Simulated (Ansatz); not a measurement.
The system is ZrO2.

```
Zr O
1.0
     3.59610    0.00000    0.00000
     0.00000    3.59610    0.00000
     0.00000    0.00000    5.17700
Zr O
2 4
Direct
  0.50000 0.50000 0.50000
  0.00000 0.00000 0.00000
  0.50000 0.00000 0.79700
  0.50000 0.00000 0.29700
  0.00000 0.50000 0.70300
  0.00000 0.50000 0.20300
```

Base run:

| Property | Result |
| --- | --- |
| Program | Ansatz 0.2.0 |
| Functional | r2SCAN |
| Potentials or basis | Ansatz PAW |
| Cutoff | 500 eV (not typed: the program's choice for these potentials) |
| k mesh | 7 × 7 × 5 |
| Occupations | fermi-dirac, width 0.05 eV |
| Spin | no spin polarisation |

Its results: band gap on the k mesh 4.56 eV, indirect (least direct gap 4.68 eV); pressure 1.5 GPa; largest force 0.064 eV/Å.

After a change of settings the same cell gave: band gap on the k mesh 4.06 eV, indirect (least direct gap 4.17 eV); pressure 9.9 GPa; largest force 0.042 eV/Å. Which change was it?
A. functional from r2SCAN to RPBE; cutoff from 500 eV (not typed: the program's choice for these potentials) to 420 eV (not typed: the program's choice for these potentials)
B. functional from r2SCAN to BLYP; cutoff from 500 eV (not typed: the program's choice for these potentials) to 420 eV (not typed: the program's choice for these potentials)
C. functional from r2SCAN to revPBE; cutoff from 500 eV (not typed: the program's choice for these potentials) to 420 eV (not typed: the program's choice for these potentials)
D. functional from r2SCAN to PBE; cutoff from 500 eV (not typed: the program's choice for these potentials) to 420 eV (not typed: the program's choice for these potentials); occupations from fermi-dirac, width 0.05 eV to gaussian, width 0.012 eV

A.

r2SCAN gives the wider gap, since meta-GGAs in the generalised Kohn-Sham scheme recover part of the derivative discontinuity.

Caveats: the PAW data sets come from PBE, with cores solved anew for the run's functional, which leaves a small shift of forces and pressure.
